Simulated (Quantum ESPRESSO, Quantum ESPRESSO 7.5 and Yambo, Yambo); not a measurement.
**Quasiparticle gap of PbSe (Clausthalite) in Yambo**

Aim: the G0W0 gap of PbSe (Clausthalite) on PBE, step by step.

Main program and level: Quantum ESPRESSO 7.5 and Yambo 5.3.0; PBE and many-body steps on it, plane waves.

This is a report of a sequence of runs, with most program output left out.

## (1) The starting structure

Symmetry: Fm-3m, No. 225, cubic system. Conventional cell: a = 6.121 Å, b = 6.121 Å, c = 6.121 Å, α = 90.00°, β = 90.00°, γ = 90.00°. Nearest to Pb lie 6 Se at 3.06 Å. Nearest to Se lie 6 Pb at 3.06 Å. Farther neighbours and most contacts between anions are not listed.

Coordinates:

```cif
data_structure
_symmetry_space_group_name_H-M 'Fm-3m'
_symmetry_Int_Tables_number 225
_cell_length_a 6.1213
_cell_length_b 6.1213
_cell_length_c 6.1213
_cell_angle_alpha 90.000
_cell_angle_beta 90.000
_cell_angle_gamma 90.000
_cell_volume 229.37
loop_
_atom_site_label
_atom_site_type_symbol
_atom_site_symmetry_multiplicity
_atom_site_Wyckoff_symbol
_atom_site_fract_x
_atom_site_fract_y
_atom_site_fract_z
_atom_site_occupancy
Pb1 Pb 4 a 0.00000 0.00000 0.00000 1
Se1 Se 4 b 0.50000 0.00000 0.00000 1
```

The cell and positions come from the Crystallography Open Database and are kept as given unless a step says otherwise. Spin-orbit coupling is left out unless a step names it.

## (2) Ground state

This step: Quantum ESPRESSO 7.5; DFT, PBE, plane waves, norm-conserving pseudopotentials.

The ground-state density comes first.

pw.in

```
&control
  calculation = 'scf'
  prefix = 'x'
  outdir = 'o'
  pseudo_dir = 'pseudo'
/
&system
  ibrav = 0
  nat = 2
  ntyp = 2
  ecutwfc = 104.0
  nbnd = 28
  force_symmorphic = .true.
/
&electrons
  conv_thr = 1e-10
  electron_maxstep = 80
  mixing_beta = 0.5
/
ATOMIC_SPECIES
  Pb 207.2 Pb.upf
  Se 78.971 Se.upf
CELL_PARAMETERS angstrom
  -0.0000000000 3.0606500000 3.0606500000
  3.0606500000 -0.0000000000 3.0606500000
  3.0606500000 3.0606500000 -0.0000000000
ATOMIC_POSITIONS crystal
  Pb 0.0000000000 0.0000000000 0.0000000000
  Se 0.5000000000 0.5000000000 0.5000000000
K_POINTS automatic
  6 6 6 0 0 0
```

Command:

```
$ OMP_NUM_THREADS=1 mpirun -n 4 pw.x -nk 4 -in pw.in > pw.out
```

It took 18 s on 4 MPI ranks of Arm Neoverse V1, shared host; peak memory 0.39 GiB.

Numbers from this step:

| Quantity | Value |
| --- | --- |
| total energy | -14914.3097 eV |
| gap | 0.2975 eV |
| k of the valence top | 0, 0, -0.5 |
| k of the conduction bottom | 0, 0, -0.5 |
| least direct gap | 0.2975 eV |

The gap is direct, at (0.000, 0.000, -0.500).

## (3) Bands along the symmetry lines

The cheap functional maps the bands first; the places of the edges decide which points the dearer methods must see.

pw.in

```
&control
  calculation = 'bands'
  prefix = 'x'
  outdir = 'o'
  pseudo_dir = 'pseudo'
/
&system
  ibrav = 0
  nat = 2
  ntyp = 2
  ecutwfc = 104.0
  nbnd = 29
  force_symmorphic = .true.
/
&electrons
  conv_thr = 1e-9
  electron_maxstep = 80
  diago_full_acc = .true.
  diago_thr_init = 5e-6
/
ATOMIC_SPECIES
  Pb 207.2 Pb.upf
  Se 78.971 Se.upf
CELL_PARAMETERS angstrom
  -0.0000000000 3.0606500000 3.0606500000
  3.0606500000 -0.0000000000 3.0606500000
  3.0606500000 3.0606500000 -0.0000000000
ATOMIC_POSITIONS crystal
  Pb 0.0000000000 0.0000000000 0.0000000000
  Se 0.5000000000 0.5000000000 0.5000000000
K_POINTS crystal
  50
  0.00000000 0.00000000 0.00000000 1
  0.06250000 0.00000000 0.06250000 1
  0.12500000 0.00000000 0.12500000 1
  0.18750000 0.00000000 0.18750000 1
  0.25000000 0.00000000 0.25000000 1
  0.31250000 0.00000000 0.31250000 1
  0.37500000 0.00000000 0.37500000 1
  0.43750000 0.00000000 0.43750000 1
  0.50000000 0.00000000 0.50000000 1
  0.51562500 0.03125000 0.51562500 1
  0.53125000 0.06250000 0.53125000 1
  0.54687500 0.09375000 0.54687500 1
  0.56250000 0.12500000 0.56250000 1
  0.57812500 0.15625000 0.57812500 1
  0.59375000 0.18750000 0.59375000 1
  0.60937500 0.21875000 0.60937500 1
  0.62500000 0.25000000 0.62500000 1
  0.37500000 0.37500000 0.75000000 1
  0.32812500 0.32812500 0.65625000 1
  0.28125000 0.28125000 0.56250000 1
  0.23437500 0.23437500 0.46875000 1
  0.18750000 0.18750000 0.37500000 1
  0.14062500 0.14062500 0.28125000 1
  0.09375000 0.09375000 0.18750000 1
  0.04687500 0.04687500 0.09375000 1
  0.00000000 0.00000000 0.00000000 1
  0.06250000 0.06250000 0.06250000 1
  0.12500000 0.12500000 0.12500000 1
  0.18750000 0.18750000 0.18750000 1
  0.25000000 0.25000000 0.25000000 1
  0.31250000 0.31250000 0.31250000 1
  0.37500000 0.37500000 0.37500000 1
  0.43750000 0.43750000 0.43750000 1
  0.50000000 0.50000000 0.50000000 1
  0.50000000 0.46875000 0.53125000 1
  0.50000000 0.43750000 0.56250000 1
  0.50000000 0.40625000 0.59375000 1
  0.50000000 0.37500000 0.62500000 1
  0.50000000 0.34375000 0.65625000 1
  0.50000000 0.31250000 0.68750000 1
  0.50000000 0.28125000 0.71875000 1
  0.50000000 0.25000000 0.75000000 1
  0.50000000 0.21875000 0.71875000 1
  0.50000000 0.18750000 0.68750000 1
  0.50000000 0.15625000 0.65625000 1
  0.50000000 0.12500000 0.62500000 1
  0.50000000 0.09375000 0.59375000 1
  0.50000000 0.06250000 0.56250000 1
  0.50000000 0.03125000 0.53125000 1
  0.50000000 0.00000000 0.50000000 1
```

It took 12 s on 4 MPI ranks; peak memory 0.31 GiB; 48 s of CPU time.

Numbers from this step:

- gap: 0.2975 eV
- k of the valence top: 0.5, 0.5, 0.5
- k of the conduction bottom: 0.5, 0.5, 0.5
- least direct gap: 0.2975 eV

The gap is 0.298 eV, as in the run before at this level.

Electronic bands along the path, in eV, zero at the top of the highest filled band:

```tsv
point	band 20	band 21	band 22	band 23	band 24	band 25	band 26	band 27
Γ	-6.31	-1.88	-1.88	-1.88	4.71	4.71	4.71	6.53
halfway	-7.38	-2.60	-2.60	-1.63	2.40	4.56	4.76	4.76
X	-7.38	-4.98	-3.23	-3.23	3.71	5.61	5.61	6.05
halfway	-7.60	-4.87	-3.10	-2.99	3.86	5.10	5.33	5.88
U	-8.04	-4.57	-2.72	-2.39	3.40	4.02	5.44	5.84
jump to K	-8.04	-4.57	-2.72	-2.39	3.40	4.02	5.44	5.84
halfway	-7.80	-2.89	-1.38	-0.43	1.26	2.18	4.21	7.17
Γ	-6.31	-1.88	-1.88	-1.88	4.71	4.71	4.71	6.53
halfway	-7.57	-1.72	-1.72	-1.05	2.17	2.92	2.92	6.54
L	-8.80	-1.47	-1.47	0.00	0.30	1.70	1.70	8.56
halfway	-8.47	-3.25	-2.87	-0.82	1.40	3.43	4.11	7.63
W	-8.02	-4.23	-4.23	-0.79	1.89	4.95	4.96	7.74
halfway	-7.73	-4.77	-3.56	-2.24	3.83	4.12	5.72	6.14
X	-7.38	-4.98	-3.23	-3.23	3.71	5.61	5.61	6.05
```

## (4) Empty states on the mesh, 4×4×4 mesh, 107 bands

The sums over transitions need many empty states on a uniform mesh; this step solves for them.

pw.in

```
&control
  calculation = 'nscf'
  prefix = 'x'
  outdir = 'o'
  pseudo_dir = 'pseudo'
/
&system
  ibrav = 0
  nat = 2
  ntyp = 2
  ecutwfc = 104.0
  nbnd = 107
  force_symmorphic = .true.
/
&electrons
  conv_thr = 1e-9
  electron_maxstep = 80
  diago_full_acc = .true.
  diago_thr_init = 5e-6
/
ATOMIC_SPECIES
  Pb 207.2 Pb.upf
  Se 78.971 Se.upf
CELL_PARAMETERS angstrom
  -0.0000000000 3.0606500000 3.0606500000
  3.0606500000 -0.0000000000 3.0606500000
  3.0606500000 3.0606500000 -0.0000000000
ATOMIC_POSITIONS crystal
  Pb 0.0000000000 0.0000000000 0.0000000000
  Se 0.5000000000 0.5000000000 0.5000000000
K_POINTS automatic
  4 4 4 0 0 0
```

Wall time 15 s (4 MPI ranks); peak memory 0.49 GiB; 58 s of CPU time.

This step gave:

| Item | Value |
| --- | --- |
| gap | 0.2975 eV |
| k of the valence top | 0, 0, -0.5 |
| k of the conduction bottom | 0, 0, -0.5 |
| least direct gap | 0.2975 eV |
| k points computed | 8 |
| lowest point of the top converged band, above the valence top | 65.0102 eV |

On this mesh the gap is 0.298 eV.

## (5) Conversion and set-up

This step: Yambo 5.3.0; conversion and set-up on PBE, plane waves, norm-conserving pseudopotentials.

The states are converted to the many-body program's format and the q mesh is built.

Command:

```
$ (cd o/x.save; p2y > p2y.log; mv SAVE ../..); yambo > setup.log
```

Run time: 3.5 s. Hardware: 1 MPI rank; peak memory 0.26 GiB.

## (6) Screening and self-energy, 4×4×4 mesh, 107 bands, screening to 149.7 eV

Now the one-shot GW correction: screening in the RPA, then the self-energy of the levels asked for.

This step: G0W0 on PBE, plane waves, norm-conserving pseudopotentials.

gw1.in

```
HF_and_locXC
gw0
dyson
ppa
em1d
rim_cut
RandQpts= 1000000
RandGvec= 1 RL
EXXRLvcs= 104 Ry
VXCRLvcs= 416 Ry
Chimod= "HARTREE"
% BndsRnXp
 1 | 107 |
%
NGsBlkXp= 11 Ry
% LongDrXp
 1 | 1 | 1 |
%
% GbndRnge
 1 | 107 |
%
DysSolver= "n"
ExtendOut
PPAPntXp= 27.21138 eV
% QPkrange
 3 | 3 | 22 | 25 |
 1 | 1 | 22 | 25 |
%
```

Command:

```
$ OMP_NUM_THREADS=1 mpirun -n 4 yambo -F gw1.in -J gw1 -C gw1 > gw1.log
```

The job ended after 3.4 min (4 MPI ranks; peak memory 2.4 GiB).

This step gave:

* G0W0 gap on the points computed: 0.3212 eV
* starting gap on the mesh: 0.2975 eV
* k of the valence top: 0, 0, -0.5
* k of the conduction bottom: 0, 0, -0.5
* least direct G0W0 gap on the computed points: 0.3212 eV
* Z at the valence top: 0.7952
* Z at the conduction bottom: 0.8093

The gap on the mesh goes from 0.30 eV to 0.32 eV, a correction of +0.02 eV.

Limits: finite bands, cutoff and mesh; model gap, bands may invert with spin-orbit coupling; no spin-orbit coupling; coarse k mesh. v1 is the top filled band, c1 the lowest empty one. The levels before and after the correction (eV, zero at the valence-band top of each column):

```tsv
	conduction bottom	valence top
Kohn-Sham	0.30	0.00
G0W0	0.32	0.00
```

```tsv
	level	energy (eV)
Kohn-Sham	(0 0 -0.5) v2	-1.469
Kohn-Sham	(0 0 -0.5) v1	0.000
Kohn-Sham	(0 0 -0.5) c1	0.298
Kohn-Sham	(0 0 -0.5) c2	1.703
G0W0	(0 0 -0.5) v2	-1.687
G0W0	(0 0 -0.5) v1	0.000
G0W0	(0 0 -0.5) c1	0.321
G0W0	(0 0 -0.5) c2	1.867
```

## (7) Where the time went

Times are wall times on the hardware named with each run, good to a factor of about two.

```tsv
step	time	share	memory (GiB)
ground state	18 s	7 %	0.39
bands along the symmetry lines	12 s	5 %	0.31
empty states on the mesh	15 s	6 %	0.49
conversion and set-up	3.5 s	1 %	0.26
screening and self-energy	3.4 min	81 %	2.4
```

## (8) Summary of results

- PBE gap: 0.30 eV, direct
- G0W0 gap on the mesh: 0.32 eV
- GW settings: 4×4×4 mesh, 107 bands, screening to 149.7 eV, Godby-Needs plasmon pole
- known limits: not at the basis limit; model gap, bands may invert with spin-orbit coupling; no spin-orbit coupling; coarse k mesh

What this shows: G0W0 moves the gap on the mesh from 0.30 eV to 0.32 eV (+0.02 eV), with Z of 0.80 and 0.81 at the edges. Only 2 of the mesh's irreducible points were corrected, so a valley elsewhere could overtake. The dearest step here is «screening and self-energy». Bands and cutoff are finite, so the gap is not at the basis limit. The miss can reach some tenths of an eV and take either sign; the mesh is an error of its own. In the G0W0 run levels were corrected at 2 k points alone, so a gap called «on the mesh» is the least over those, and an edge elsewhere would be missed. The 4×4×4 mesh is coarse for this cell, which bears on the long-range parts of exchange and screening. Where an edge is built on 6p states of lead, bismuth or thallium, scalar-relativistic gaps usually stand too wide, by a few tenths to over one eV. With atoms this heavy and so narrow a gap, spin-orbit coupling can invert the bands. These scalar-relativistic gaps are then model values, not to be set against experiment, and a spin-orbit change taken from DFT can't simply be added.

[Paths, hosts, dates, memory and timing lines, banners, echoed tables and standing remarks are left out of the program output.]

[Logs are printed without paths, hosts, clocks, repeated set-up lines and the standing remarks that a program may print on its own settings, such as how far it seeks lower states.]

[Runs of the session that timed out or met a known fault of the program may be left out.]

[Hosts, paths, dates, database ids (printed as entryN), source tags and the programs' standing remarks are cut or masked in the printed files.]
